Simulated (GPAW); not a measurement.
**RbBr in GPAW: convergence with plane-wave cutoff (eV)**

RbBr:

```
Rb Br
1.0
     4.12608    0.00000    0.00000
     0.00000    4.12608    0.00000
     0.00000    0.00000    4.12608
Rb Br
1 1
Cartesian
  0.0000 0.0000 0.0000
  2.0630 2.0630 2.0630
```

The cell comes from a database or a generator and needn't be the stable form of this composition.

| Quantity | Value |
| --- | --- |
| Program | GPAW 26.7.0 |
| Task | convergence study |
| Functional | PBE |
| Potentials or basis | GPAW PAW data sets (gpaw-data 1.2.1) |
| Cutoff | 200 eV |
| Basis | pw |
| k mesh | 7 × 7 × 7 |
| Occupations | fermi-dirac, width 0.05 eV |
| Spin | no spin polarisation |

These are the settings of the first run; the series varies plane-wave cutoff (eV), with any setting tied to it.

Hardware: 1 thread of Intel(R) Xeon(R) Platinum 8259CL CPU @ 2.50GHz (Skylake/Cascade Lake), on a shared host.

Task: The values tried are 200, 250, 300, 350, 400, 500, 600, 800, 1000, loosest first. From which on does the energy stay within 1 meV/atom of the tightest run that finished?

Result: From 800 on.

```
plane-wave cutoff (eV)  energy less the tightest run, at zero smearing (meV/atom)  pressure (GPa)  gap on the mesh (eV)  SCF cycles  CPU time (s)  peak memory (GiB)
                   200                                                      76.08            0.10                 4.100           9           5.7               0.12
                   250                                                      26.83            0.35                 4.109           9           9.4               0.13
                   300                                                      11.51            0.74                 4.110           9            13               0.13
                   350                                                       9.21            0.80                 4.110           9            11               0.14
                   400                                                       7.02            0.77                 4.110           9           8.7               0.14
                   500                                                       3.67            0.82                 4.110           9            13               0.15
                   600                                                       2.64            0.81                 4.110           9            15               0.16
                   800                                                       0.29            0.83                 4.110           9            23               0.18
                  1000                                                       0.00            0.84                 4.110           9            33               0.22
```

Against the tightest run, the pressure stays within 0.1 GPa from 300 on; the gap on the mesh stays within 0.01 eV from 200 on. The tightest run that finished is the yardstick and may itself not be fully converged.

Caveat, for the tightest run too: an odd mesh through Γ misses points on the zone boundary, where band edges often lie.
